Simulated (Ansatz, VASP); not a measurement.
**Two plane-wave programs on Ta**

The input INCAR:

```
AGGAC = 1.0
AGGAX = 1.0
ALDAC = 0.0
ALDAX = 1.0
ALGO = Normal
EDIFF = 1E-6
ENCUT = 520
GGA = B5
ISIF = 2
ISMEAR = -1
LASPH = T
LCHARG = F
LREAL = F
LWAVE = F
NBANDS = 18
NELM = 60
PREC = Accurate
SIGMA = 0.1
```

Contents of KPOINTS:

```
k-points
0
Gamma
  14 14 7
```

POSCAR

```
Ta
1.0
    2.8376261038      0.0000000000      0.0000000000
   -1.4188130519      2.4574562923      0.0000000000
    0.0000000000      0.0000000000      5.1084098612
Ta
2
Direct
    0.3333333333      0.6666666667      0.2500000000
    0.6666666667      0.3333333333      0.7500000000
```

Input for Ansatz:

```yaml
crystal:
  lattice:
    - [2.8376261038, 0.0, 0.0]
    - [-1.4188130519, 2.4574562923, 0.0]
    - [0.0, 0.0, 5.1084098612]
  atoms:
    - { symbol: Ta, position: [0.3333333333, 0.6666666667, 0.25] }
    - { symbol: Ta, position: [0.6666666667, 0.3333333333, 0.75] }
hamiltonian:
  xc: blyp
  pseudopotentials:
    kind: paw
    azcp:
      Ta: "pseudopotentials/Ta.paw.azcp"
basis:
  ecutwfc: 420
  fft_grid_basis: typed
kpoints:
  mp_grid: { grid: [14, 14, 7], shift: [0, 0, 0] }
magnetization:
  spin_polarized: false
scf:
  occupations: { method: fermi_dirac, width: 0.1 }
  lower_state_search: "off"
output:
  stress: true
  write_density: true
  write_potential: true
  elf: true
  volumetric_format: npy
```

Alike in both runs: task single point; functional BLYP; k mesh 14 × 14 × 7; occupations fermi-dirac, width 0.1 eV; no spin polarisation.

|  | VASP | Ansatz |
| --- | --- | --- |
| version | VASP 6.6.1 | Ansatz 0.2.0 |
| potentials or method | VASP PAW PBE potentials, release 64 (Ta_pv) | plane waves (420 eV) with PAW, scalar-relativistic |
| plane-wave cutoff (eV) | 520 | 420 |
| valence electrons in the cell | 22 | 26 |

```tsv
	VASP	Ansatz	Ansatz less VASP
pressure (GPa)	18.5	17.3	-1.13
largest component of the traceless stress (GPa)	1.90	1.88	-0.020
```

With one functional, cell and mesh, what is left measures potentials, basis and numerics. The two sets of potentials don't hold the same shells in valence.

Caveats: so large a pressure means that the cell lies far from this level's equilibrium, or that cutoff or potentials fall short (VASP); the potentials were made for another functional, which shifts forces and pressure (VASP). Spin-orbit coupling is left out, which matters for the levels of Ta.
